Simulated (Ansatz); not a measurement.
# CdSe: how strain makes field gradients

```yaml
crystal:
  lattice:
    - [0.00000, 3.07027, 3.07027]
    - [3.07027, 0.00000, 3.07027]
    - [3.07027, 3.07027, 0.00000]
  atoms:
    - { symbol: Cd, position: [0.00000, 0.00000, 0.00000] }
    - { symbol: Se, position: [0.25000, 0.25000, 0.25000] }
```

Atom numbers follow the list: Cd1, Se2.

The cell is the one relaxed in the Materials Project (mp-2691), not relaxed further here; entries there can be hypothetical.

The calculation used Ansatz 0.2.0, DFT, LDA, all-electron PAW with datasets made for the crystal, scalar-relativistic.

The runs use a Γ-centred 8×8×8 k mesh, Fermi–Dirac smearing of 0.03 eV, cutoff 240 eV (chosen by the program for this cell), no spin polarisation.

The strain is applied along the Cartesian axes of the cell as listed (the other components stay zero). Fractional coordinates are held (clamped ions).

The columns are Cartesian components of the electric field gradient at the nuclei, in 10²¹ V/m².

Spin–orbit coupling is left out, which moves gradients at and beside heavy atoms by some per cent and at worst by a factor of two.

Only quantities that a quadratic follows smoothly over the whole series are listed; rougher ones are left out.

```
εxx = εyy  Vzz at Cd1  Vzz at Se2
  -0.0300       -0.94        1.31
  -0.0200       -0.62        0.85
  -0.0100       -0.30        0.42
   0.0000        0.00        0.00
   0.0100        0.29       -0.40
   0.0300        0.83       -1.11
```

(1) Fit the series and give the gradient–strain slopes.

(2) One run, at εxx = εyy = 0.0200, is withheld. Predict its row.

## Answers

(1) Least-squares fits y = p0 + p1 x + p2 x² to the rows give Vzz at Cd1: p1 = 29.5, p2 = -62; Vzz at Se2: p1 = -40.4, p2 = 110. The slopes p1 are in 10²¹ V/m² per unit strain, for clamped ions.

(2) The fits give 0.57, -0.76; the run gave 0.57, -0.77.
